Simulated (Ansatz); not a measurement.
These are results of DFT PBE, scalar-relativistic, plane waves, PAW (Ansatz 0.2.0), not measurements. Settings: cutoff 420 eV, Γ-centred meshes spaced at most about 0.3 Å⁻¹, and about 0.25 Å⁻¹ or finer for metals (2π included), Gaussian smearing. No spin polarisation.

Temperature and zero-point effects are left out.

Two forms of Zr₂H₃ were relaxed alike.

1.

```
Zr H
1.0
     3.30110    0.00000    0.00000
    -1.65055    2.85884    0.00000
     0.00000    0.00000    6.07777
Zr H
2 3
Cartesian
  0.0000 0.0000 1.5964
  0.0000 0.0000 4.4814
  0.0000 1.9059 1.0426
  0.0000 1.9059 5.0352
  1.6506 0.9529 3.0389
```

2.

```
Zr H
1.0
     1.66003    0.95842   11.42319
    -1.66003    0.95842   11.42319
     0.00000   -1.91684   11.42319
Zr H
4 6
Direct
  0.36980 0.36980 0.36980
  0.54269 0.54269 0.54269
  0.12372 0.12372 0.12372
  0.96201 0.96201 0.96201
  0.43271 0.43271 0.43271
  0.89771 0.89771 0.89771
  0.80926 0.80926 0.80926
  0.18552 0.18552 0.18552
  0.06199 0.06199 0.06199
  0.60337 0.60337 0.60337
```

Task: Which form is favoured at zero pressure, and by what margin per atom?

Result: Cell 2 is lower, by 0.33 eV/atom. Cell 1 has space group P-6m2 (No. 187), 11.5 Å³/atom and no gap on its mesh; cell 2 has space group R3m (No. 160), 10.9 Å³/atom and no gap. Counting H atoms around Zr (those within 1.25 times the shortest such distance or 1.15 times the sum of covalent radii; a plus sign parts nearer from farther groups; a slash parts the counts of unlike sites), cell 1 has Zr 3+3 and cell 2 has Zr 4/7/8. The denser one is the lower, and pressure would at first widen the difference. Origin: cell 1, invented; cell 2, invented, then shaken at random and relaxed again.

With hydrogen, zero-point motion can shift such differences by 10 meV/atom or more. Cells relaxed within their symmetry can be saddle points.
